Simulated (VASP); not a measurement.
Crystal: SiC.

```
Si C
1.0
     3.11798    0.00000    0.00000
     0.00000    5.05114    0.00000
     0.00000    0.00000    5.34701
Si C
4 4
Direct
  0.00000 0.99931 0.33312
  0.50000 0.99931 0.83312
  0.50000 0.49931 0.16688
  0.00000 0.49931 0.66688
  0.00000 0.62269 0.33277
  0.50000 0.62269 0.83277
  0.50000 0.12269 0.16723
  0.00000 0.12269 0.66723
```

The cell was built by a generator and isn't the measured one.

Program: VASP 6.6.1. Alike in all runs: level PBE; potentials or basis VASP PAW PBE potentials, release 64 (Si, C); cell as given; k mesh 8 × 5 × 5; cutoff (eV) 520; smearing gaussian 0.02 eV. Hardware: 8 MPI ranks on Intel(R) Xeon(R) Platinum 8259CL CPU @ 2.50GHz (Skylake/Cascade Lake) (shared host).

Task: Order these runs on this cell by their wall time, lowest first.
A. task band structure; spin non-collinear, zero start, SOC
B. task electrostatic potential; spin off
C. task band structure; spin off

Result: B (17 s), C (52 s), A (290 s).
